## Electronic smearing in a cell with almost no gap

A plane-wave calculation samples the electron bands at a limited set of k points. When filled and empty levels lie close together, sharp occupations can jump from one step of the calculation to the next. Smearing calms this by filling the levels as a warm electron gas would, with a width $\sigma=k_\mathrm{B}T$ that the user chooses. The table follows one HgTe cell, its atoms displaced at random by about 0.15 Å, as this width (the sweep value, in eV) is reduced.

DFTK 0.8.2, plane-wave LDA without spin polarisation or spin–orbit coupling, for a fixed two-atom HgTe cell with randomly displaced atoms. All rows use semicore GTH pseudopotentials, a 1034 eV cutoff and a 3×3×3 k mesh. The sweep value is the Fermi–Dirac smearing width in eV, and energies are free energies per atom relative to the 0.01 eV row.

```csv
sweep value,energy less tightest (meV/atom),pressure (GPa),gap (eV),largest force (eV/Å)
0.5,-140.41,3.266,0.000,0.896
0.3,-44.01,2.718,0.000,0.883
0.2,-18.45,2.531,0.000,0.892
0.1,-5.49,2.446,0.025,0.908
0.05,-2.06,2.443,0.023,0.907
0.025,-0.73,2.445,0.020,0.906
0.01,0.00,2.446,0.015,0.908
```

### 1. Is the crystal more strongly bound at the widest smearing?

No, although the energy column is lowest there. The column holds the free energy $F=U-TS$, where $U$ is the internal energy and $S$ the entropy of the electrons spread over several levels. At 0.5 eV, an electron temperature of about 5800 K, $U$ lies 180 meV/atom above its value at the tightest width, because electrons have been lifted into higher levels. The entropy term $TS$ has grown by even more, about 320 meV/atom, and so $F$ ends up 140 meV/atom lower.

### 2. Why does the error shrink fast at first and slowly later?

Smearing involves mainly the levels within a few $\sigma$ of the Fermi level. In a metal with many such levels, spread evenly in energy, a narrower window holds fewer of them, and each contributes less to $TS$ because $T$ has dropped too. Together these make $TS$ fall as $\sigma^2$. On a coarse mesh the window finally holds only a few levels, whose number no longer changes. While these stay partly filled, $TS$ falls only roughly in proportion to $\sigma$.

The calculation shows this change of regime. Between neighbouring rows from 0.5 down to 0.1 eV, $TS$ follows a power of the width slightly above 2. In the last step, from 0.025 to 0.01 eV, the power is 1.1.

### 3. How few levels are enough?

Take one k point with two levels separated by the printed gap $E_g$, holding two electrons. If every other level, at this and all other k points, is completely filled or empty, the Fermi level sits midway, and the upper level has the filling

$$f=\frac{1}{1+e^{E_g/2\sigma}} .$$

The lower level is filled to $1-f$. Two levels with two spins each then give

$$\frac{S}{k_\mathrm{B}}=-4\,[f\ln f+(1-f)\ln(1-f)] .$$

This k point is one of 27 and the cell has two atoms, so its share per atom is $S/54$.

For $\sigma=0.025$ eV and $E_g=0.020$ eV, the exponent is 0.4, $f$ is 0.40 and $S$ is $2.69\,k_\mathrm{B}$. Hence $TS=0.025\times2.69/54$ eV, or 1.25 meV/atom. The calculation itself agrees with this within 1 %. The model has no adjustable constant, though it takes the gap from the same run.

### 4. Could other levels explain the same number, and where does the model fail?

The narrowest width tells the candidates apart. There the calculation gives $TS=0.47$ meV/atom, and the two-level model agrees within 1 %. Without magnetism, a general k point has a partner at $-\mathbf{k}$ with the same levels, and such a pair would give 0.93. Three equal levels sharing four electrons at one point would give 0.71.

The active point is therefore most likely its own partner. On an unshifted 3×3×3 mesh only the zone centre Γ has this property, and Γ is also where the bands of undistorted HgTe are known to touch. The random displacements lower the symmetry and can split that contact into a small gap.

The model gives too little entropy once the window reaches other levels. The calculated $TS$ is 1.6 times the model value at 0.1 eV and more than 12 times at 0.5 eV. By then a single k point is a minor part of the story.

### 5. Does extrapolating to zero width remove the error?

Many programs also report a "sigma-to-zero" energy, $F+TS/2$. Its logic follows from $S=-\partial F/\partial T$. If $F$ drops as $\sigma^2$, the drop equals $TS/2$ and the correction cancels it. If $F$ drops in proportion to $\sigma$, the drop equals the whole of $TS$, and half the error survives.

HgTe at small widths is close to the second case. Measured from the tightest row, the corrected energy keeps 46 % of the free-energy error at 0.025 eV and 42 % at 0.05 eV. At 0.2 eV it happens to agree with the tightest row within 0.1 meV/atom, yet at 0.1 eV it is off by 1.6. The agreement at 0.2 eV is a change of sign between two regimes, so a single well-placed width can look converged when it is not.

### 6. What would a denser mesh or a wider gap change?

On a 6×6×6 mesh Γ would carry one eighth of its present weight, and with an unchanged gap its entropy term at 0.025 eV would drop from 1.25 to about 0.16 meV/atom. The total need not drop as far, since the new mesh adds points near Γ whose levels may also lie inside the window. What matters is how many levels fall within a few $\sigma$ of the Fermi level and how much weight each carries.

A wider gap acts through $f$. Once $E_g$ is many times $\sigma$, the upper level is practically empty and the entropy vanishes exponentially. A semiconductor with a clear gap therefore tolerates a width that disturbs this cell.

### 7. Which digits can be trusted?

That depends on the quantity. From 0.1 eV down, the pressure stays within 0.004 GPa and the size of the largest force within 2 meV/Å of the tightest row. Size alone can mislead, though: the run's own test of the forces, with a margin of 5 meV/Å, is passed at 0.05 eV but not at 0.1 eV, presumably because the force changes direction. The free energy needs 0.025 eV to come within 1 meV/atom of the tightest row, which itself still carries an entropy term of 0.47 meV/atom. These margins concern the width alone, since the k mesh was never varied.

The gap is the least reliable column. It reads zero at widths of 0.2 eV and above, and the outputs do not show why. Below that it shrinks from 0.025 eV at a width of 0.1 eV to 0.015 eV at the narrowest width, and it has not settled. A possible reason for this shrinking, though not for the zeros, is that electrons placed in the upper level repel one another and push it up, so that less smearing means a smaller gap. The gap does fall nearly in step with the model filling $f$, which supports this idea without proving it. Even a settled value would describe only this distorted cell on this mesh. Spin-orbit coupling, left out here, splits the upper valence bands of HgTe by very roughly 1 eV, far more than any gap in the table.

The analysis printed below lists the entropy term and the two-level estimate for each width.

Output of the analysis:

```
Entropy and energies in meV/atom:
    row  TS from outputs  TS of two levels at one k point  ratio outputs to model  internal energy less tightest  sigma-to-zero energy less tightest  model free energy less tightest
    0.5              321                            25.67                    12.5                          180.1                               19.84                           -25.11
    0.3            98.23                             15.4                   6.377                          53.75                               4.872                           -14.84
    0.2            37.32                            10.27                   3.634                           18.4                              -0.024                           -9.707
    0.1             8.31                             5.12                   1.623                          2.352                              -1.569                           -4.575
   0.05             2.84                            2.543                   1.117                          0.312                              -0.874                           -2.013
  0.025             1.25                            1.247                   1.002                          0.052                              -0.339                            -0.74
   0.01            0.468                           0.4648                   1.007                              0                                   0                                0
Form of convergence and other results:
    row  power of width in TS from row above  model filling of upper level  pressure less tightest GPa  gap less tightest meV  largest force less tightest meV/A
    0.5                                  n/a                           0.5                        0.82                    -15                                -12
    0.3                                2.318                           0.5                       0.272                    -15                                -25
    0.2                                2.387                           0.5                       0.085                    -15                                -16
    0.1                                2.167                        0.4688                           0                     10                                  0
   0.05                                1.549                        0.4428                      -0.003                      8                                 -1
  0.025                                1.184                        0.4013                      -0.001                      5                                 -2
   0.01                                1.072                        0.3208                           0                      0                                  0
Largest entropy of two levels with spin, in units of k: 2.773
TS at 0.01 eV if a pair of k points took part, meV/atom: 0.9296
TS at 0.01 eV for three equal levels with four electrons, meV/atom: 0.7072
TS at 0.01 eV if TS fell as width squared from 0.1 eV, meV/atom: 0.0831
Sigma-to-zero error over free-energy error at 0.05 eV: 0.4243
Sigma-to-zero error over free-energy error at 0.025 eV: 0.4644
Share of the same single k point in TS at 0.025 eV on a 6x6x6 mesh, meV/atom: 0.1559
Electron temperature at width 0.5 eV, K: 5802
Electron temperature at width 0.025 eV, K: 290.1
Gap at 0.01 eV as percent of gap at 0.1 eV: 60
```
